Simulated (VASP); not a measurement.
# InAs (F-43m) in VASP: further runs, part 3 of 3

VASP 6.6.1. Earlier steps stand in the parts before.

### 6 Single point, RPBE+D3(BJ)

This run uses another cell than the first one, of 25.72 Å³/atom.

The input, INCAR:

```
SYSTEM = InAs
PREC     = Accurate       ! precision mode
ENCUT    = 520            ! plane-wave cutoff, eV
EDIFF    = 1E-6           ! SCF threshold, eV
ISMEAR   = -1             ! smearing method
SIGMA    = 0.05           ! smearing width, eV
LREAL    = .False.        ! projectors in reciprocal space
LASPH    = .True.         ! aspherical terms in the spheres
NELM     = 60             ! most SCF steps
ALGO     = Normal         ! electronic algorithm
ISIF     = 2              ! what is computed and relaxed
LWAVE    = .False.        ! write WAVECAR
LCHARG   = .False.        ! write CHGCAR
GGA      = RP             ! functional
IVDW     = 12             ! dispersion correction
NBANDS   = 16             ! bands
```

The input, KPOINTS:

```
regular mesh
0
Gamma
  8 8 8
  0 0 0
```

The input, POSCAR:

```
InAs
1.0
    0.0000000000      2.9518725362      2.9518725362
    2.9518725362      0.0000000000      2.9518725362
    2.9518725362      2.9518725362      0.0000000000
In As
1 1
Direct
    0.0000000000      0.0000000000      0.0000000000
    0.7500000000      0.7500000000      0.7500000000
```

Potentials or basis: VASP PAW PBE potentials, release 64 (In_d, As).

Started as:

```
$ cat potpaw_PBE.64/In_d/POTCAR potpaw_PBE.64/As/POTCAR > POTCAR
$ mpirun -np 1 vasp_std > vasp.out
```

OUTCAR:

```text
SYSTEM = InAs
   PREC = Accurate
   ENCUT = 520
   EDIFF = 1E-6
   ISMEAR = -1
   LREAL = .False.
   LASPH = .True.
   NELM = 60
   ISIF = 2
   GGA = RP
   IVDW = 12
 IVDW          = 12

 ion  position               nearest neighbor table
   1  0.000  0.000  0.000-   2 2.56   2 2.56   2 2.56   2 2.56
   2  0.750  0.750  0.750-   1 2.56   1 2.56   1 2.56   1 2.56

  LATTYP: Found a face centered cubic cell.
 ALAT       =     5.9037450724

  Lattice vectors:

 A1 = (   0.0000000000,   2.9518725362,   2.9518725362)
 A2 = (   2.9518725362,   0.0000000000,   2.9518725362)
 A3 = (   2.9518725362,   2.9518725362,   0.0000000000)

Analysis of symmetry for initial positions (statically):
=====================================================================
 Subroutine PRICEL returns:
 Original cell was already a primitive cell.

 Routine SETGRP: Setting up the symmetry group for a
 face centered cubic supercell.

 Subroutine GETGRP returns: Found 24 space group operations
 (whereof 24 operations were pure point group operations)
 out of a pool of 48 trial point group operations.

The static configuration has the point symmetry T_d .

Analysis of symmetry for dynamics (positions and initial velocities):
[... 161 lines left out ...]
 cond. band min:       5.6817035926   @ k =   0.0000   0.0000   0.0000
 fundamental gap:      0.3019800474
 Fermi energy:         5.5619274958

 k-point     1 :       0.0000    0.0000    0.0000
  band No.  band energies     occupation
      1      -9.2052      2.00000
      2      -9.2052      2.00000
      3      -9.2052      2.00000
      4      -9.0481      2.00000
      5      -9.0481      2.00000
      6      -6.9341      2.00000
[... 433 lines left out ...]
      3      -9.1370      2.00000
      4      -9.0549      2.00000
      5      -9.0387      2.00000
      6      -4.9279      2.00000
[... 8 lines left out ...]
     15      16.0742      0.00000
     16      16.9077      0.00000

 [... further k-points ...]

------------------------ aborting loop because EDIFF is reached ----------------------------------------

 Edisp (eV)   -3.26850

 E8    (eV) :    -2.1728

  FORCE on cell =-STRESS in cart. coord.  units (eV):
  Direction    XX          YY          ZZ          XY          YZ          ZX
  --------------------------------------------------------------------------------------
  -------------------------------------------------------------------------------------
  Total       0.02996     0.02996     0.02996     0.00000    -0.00000    -0.00000
  in kB       0.93318     0.93318     0.93318     0.00000    -0.00000    -0.00000
  external pressure =        0.93 kB  Pullay stress =        0.00 kB

 VOLUME and BASIS-vectors are now :
 -----------------------------------------------------------------------------
  energy-cutoff  :      520.00
  volume of cell :       51.44
      direct lattice vectors                 reciprocal lattice vectors
     0.000000000  2.951872536  2.951872536    -0.169384008  0.169384008  0.169384008
     2.951872536  0.000000000  2.951872536     0.169384008 -0.169384008  0.169384008
     2.951872536  2.951872536  0.000000000     0.169384008  0.169384008 -0.169384008

 POSITION                                       TOTAL-FORCE (eV/Angst)
 -----------------------------------------------------------------------------------
      0.00000      0.00000      0.00000         0.000000      0.000000      0.000000
      4.42781      4.42781      4.42781        -0.000000     -0.000000     -0.000000
 -----------------------------------------------------------------------------------
    total drift:                                0.000000      0.000000     -0.000000

  FREE ENERGIE OF THE ION-ELECTRON SYSTEM (eV)
  ---------------------------------------------------
  free  energy   TOTEN  =       -10.0208679860 eV

  energy  without entropy=      -10.0207296677  energy(sigma->0) =      -10.02079883
```

Run time: 38 s. Hardware: 1 thread of Intel Xeon 8259CL, shared host; peak memory 0.2 GiB.

What came out:

```yaml
Free_energy: -10.0209 eV
Pressure: 0.1 GPa
Band_gap_on_the_k_mesh: 0.30 eV
Dispersion_energy_per_atom: -1.634 eV
```

Levels at points of the mesh, in eV from the valence-band top:
```
           k point  band 7  band 8  band 9  band 10  band 11  band 12
(0.00, 0.00, 0.00)    0.00    0.00    0.00     0.30     3.97     3.97
(0.50, 0.00, 0.00)   -6.11   -1.09   -1.09     1.21     4.75     4.75
(0.50, 0.50, 0.00)   -6.12   -2.56   -2.56     1.52     2.14     9.80
```

Caveat: the PAW data sets were made with another functional, which shifts forces and pressure a little; spin-orbit coupling is left out, which moves the levels of the heavy elements.

### 7 Summary

| task | level | cell | cutoff (eV) | gap on the mesh (eV) | pressure (GPa) | relaxed volume (Å³/atom) |
| --- | --- | --- | --- | --- | --- | --- |
| single point | RPBE+D4 | a = 4.317 Å, angles 60.0°, 2 atoms | 520 | none | 0.0 | - |
| single point | BLYP+D4 | a = 4.348 Å, angles 60.0°, 2 atoms | 520 | none | 0.1 | - |
| relaxation of cell and atoms | RPBE+D4 | relaxed from a = 4.268 Å, angles 60.0°, 2 atoms | 600 | none | 0.0 | 28.45 |
| relaxation of cell and atoms | PBEsol+D4 | relaxed from a = 4.268 Å, angles 60.0°, 2 atoms | 600 | none | 0.0 | 27.72 |
| single point | RPBE+D3(BJ) | a = 4.175 Å, angles 60.0°, 2 atoms | 520 | 0.30 | 0.1 | - |

Alike in all rows: potentials or basis VASP PAW PBE potentials, release 64 (In_d, As); no spin polarisation; k mesh 8 × 8 × 8; smearing fermi-dirac 0.05 eV.

Caveats: the PAW data sets were made with another functional, which shifts forces and pressure a little; spin-orbit coupling is left out, which moves the levels of the heavy elements; semilocal functionals underestimate gaps, so a narrow gap can read as zero (at least some runs).

Total energies depend on the potentials used, so only differences within one code and one set of settings carry meaning.

### 8 Comparison with measurements

Step 2. A measured gap of InAs is 0.418 eV (direct; 4.2 K; a printed reference work, data compilation); the calculated 0.00 eV misses it by -0.42 eV. Spin-orbit coupling on As, In is left out. The value is that of RPBE+D4 on a finite k mesh, which can miss the band edges, without temperature or zero-point motion. Semilocal functionals fall short of measured gaps as a rule.

Step 3. Against the measured gap of InAs, 0.418 eV (direct; 4.2 K; a printed reference work, data compilation), the calculated 0.00 eV is off by -0.42 eV. Spin-orbit coupling on As, In is left out. The value is that of BLYP+D4 on a finite k mesh, which can miss the band edges, without temperature or zero-point motion. Semilocal functionals fall short of measured gaps as a rule.

Step 6. Against the measured gap of InAs, 0.418 eV (direct; 4.2 K; a printed reference work, data compilation), the calculated 0.30 eV is off by -0.12 eV. Spin-orbit coupling on As, In is left out. The value is that of RPBE+D3(BJ), without temperature or zero-point motion. Semilocal functionals fall short of measured gaps as a rule.
